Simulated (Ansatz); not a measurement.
## Ansatz run on NaBr (I4mm, 2 atoms in the cell): self-consistent single point

Method: PBE (plane waves, PAW; Ansatz, an electronic-structure program).

Input as run:

Ansatz 0.2 input:
```yaml
# NaBr
crystal:
  lattice:
    - [0.00000000, 2.97007500, 2.97007500]
    - [2.97007500, 0.00000000, 2.97007500]
    - [2.97007500, 2.97007500, 0.00000000]
  atoms:
    - { symbol: Na, position: [0.00841700, 0.00841700, -0.00841700] }
    - { symbol: Br, position: [0.50000000, 0.50000000, 0.50000000] }
basis:
  ecutwfc: 420.0
kpoints:
  mp_grid:
    grid: [7, 7, 7]
hamiltonian:
  xc: pbe
  pseudopotentials:
    kind: paw
scf:
  occupations:
    method: fermi_dirac
    width: 0.02
output:
  forces: true
  eigenvalues: true
  stress: true
```

The program printed (abridged):

```
WARN ansatz: RAYON_NUM_THREADS=1 ignored (pool sized by the plan → 1); use --threads N
Pseudopotentials: kind: paw
Pseudopotential: Na, paw, valence charge 9
Pseudopotential: Br, paw, valence charge 7
Crystal: 2 atoms, lattice volume = 52.400 Å³
Basis set: ecut = 420 eV, 965 PW (Γ), exchange–correlation on 60×60×60 points (8 copies of the dense FFT grid, shifted against one another)
Bands: 12, of which v1, the nominal top of the filled ones, is band 8 counted from 1 (7 counted from 0)
Symmetry: 8 space group operations
Space group: I4mm (ITA 107), of the structure as read, at distance tolerance 3.7e-5 Å
k-points: 40 of 343 (time reversal used)
Initial density: superposition of atomic densities (neutral atoms: chi_scale 0, normalization atom), corrected by the library's trained network
Initial wavefunctions: pseudopotential atomic-orbital guess
Eigensolver: davidson
Functional: x = pbe(κ = 0.804, μ = 0.2195149727645171), c = pbe(β = 0.06672455060314922)
SCF iter   1: F=—  HF=-4272.754294 eV  |F-HF|=—  |Δ(HF+E_count)|=         —  Δρ=7.74e-4  dr2=5.73e-4  ethr=1.77e-3  ⟨swp⟩=6.2  Hψ=2960  notcnv=0
all-band conjugate gradients solve this SCF's bands
preconditioner: auto → none
SCF iter   2: F=—  HF=-4272.754648 eV  |F-HF|=—  |Δ(HF+E_count)|=   3.53e-4  Δρ=9.60e-4  dr2=8.88e-4  ethr=3.58e-6  ⟨swp⟩=2.5  Hψ=1313  notcnv=0
SCF iter   3: F=—  HF=-4272.754426 eV  |F-HF|=—  |Δ(HF+E_count)|=   2.22e-4  Δρ=5.26e-4  dr2=2.75e-4  ethr=3.58e-6  ⟨swp⟩=2.0  Hψ=611  notcnv=0
SCF iter   4: F=—  HF=-4272.754355 eV  |F-HF|=—  |Δ(HF+E_count)|=   7.14e-5  Δρ=2.27e-4  dr2=5.25e-5  ethr=1.72e-6  ⟨swp⟩=2.0  Hψ=616  notcnv=0
SCF iter   5: F=—  HF=-4272.754357 eV  |F-HF|=—  |Δ(HF+E_count)|=   2.70e-6  Δρ=7.97e-5  dr2=6.43e-6  ethr=3.28e-7  ⟨swp⟩=2.1  Hψ=578  notcnv=0
SCF iter   6: F=—  HF=-4272.754356 eV  |F-HF|=—  |Δ(HF+E_count)|=   1.41e-6  Δρ=4.66e-5  dr2=2.22e-6  ethr=4.02e-8  ⟨swp⟩=1.0  Hψ=480  notcnv=0
SCF iter   7: F=—  HF=-4272.754356 eV  |F-HF|=—  |Δ(HF+E_count)|=   5.18e-7  Δρ=2.55e-5  dr2=6.63e-7  ethr=1.39e-8  ⟨swp⟩=1.0  Hψ=480  notcnv=0
SCF iter   8: F=-4272.754355 eV  HF=-4272.754355 eV  |F-HF|=3.90e-8  |Δ(HF+E_count)|=   1.98e-7  Δρ=7.51e-6  dr2=5.67e-8  ethr=6.25e-10  ⟨swp⟩=3.2  Hψ=1721  notcnv=0
SCF 1 converged in 8 iterations: F = -4272.754355 eV  dr2 = 5.67e-8
SCF converged after 8 iterations
Free energy (F): -4272.754355 eV
Harris-Foulkes:  -4272.754355 eV  (|F-HF|=3.90e-8)
Internal energy: -4272.754355 eV  (E = F + TS)
E sigma→0 (E₀):  -4272.754355 eV
Fermi energy:    3.682797 eV
--- Per-component energies (eV) ---
  E_band       = -234.006832
  E_kinetic    = 255.398553
  E_local      = -1552.632176  (includes V_loc(G=0)·N_el)
  E_nonlocal   = 185.433917
  E_hartree    = 542.089977
  E_xc         = -304.545453
  E_vxc        = -155.008716  (∫ρ·V_xc dr)
  E_paw        = -2509.739155  (= ΣΔE_a)
  E_vpaw       = -51.380895  (= ΣTr[D̂ρ^β])
  E_aug_tail   = -0.000026  (compensation charges beyond the density's cutoff)
  E_ewald      = -888.759993
  E_smearing   = -0.000000  (= −TS)
  E_closure    = -0.000000  (closes the sum)
  Σ components = -4272.754355   (vs F -4272.754355, Δ=0.00e0)
--- Forces (eV/Å), atoms counted from 1 ---
  atom   1  Na    -0.00000000     0.00000000    -0.06356304
  atom   2  Br    -0.00000000     0.00000000     0.06356246
  max |Σ_I F_I| component: 5.84e-7 eV/Å
--- Stress (GPa, compression-positive) ---
        1.032957       0.000000       0.000000
        0.000000       1.032957       0.000000
        0.000000       0.000000       1.111299
  P = ⅓ Tr σ = 1.0591 GPa (10.591 kbar)
  The stress holds the Pulay correction. Without it, at fixed plane waves, as pw.x and ABINIT print it: P = 1.0513 GPa
--- Band table (eV; the first three rows and the last of 40) ---
  k-point 0: bands = ["-48.0601", "-19.9740", "-19.9738", "-19.9738", "-11.2688", "1.5656", "1.5665", "1.5665", "5.7712", "11.4233", "11.4233", "11.4241"]
  k-point 1: bands = ["-48.0600", "-19.9770", "-19.9741", "-19.9740", "-11.2164", "1.0226", "1.5095", "1.5101", "6.4535", "10.8308", "11.6404", "11.6410"]
  k-point 2: bands = ["-48.0599", "-19.9839", "-19.9746", "-19.9745", "-11.0946", "0.1146", "1.3884", "1.3890", "7.4699", "10.6238", "11.5085", "11.5109"]
  k-point 39: bands = ["-48.0596", "-19.9847", "-19.9799", "-19.9780", "-10.9197", "-0.1797", "0.6460", "0.9253", "8.0596", "8.9525", "12.0049", "13.8271"]
```

The run converged in 8 iterations.

The starting cell has typed, rounded lattice constants, without a prior relaxation at this level. Its lattice was rescaled by up to half a per cent. One atom was moved a little off its site on purpose. Ansatz's pressure includes its estimate of the finite-basis (Pulay) stress.
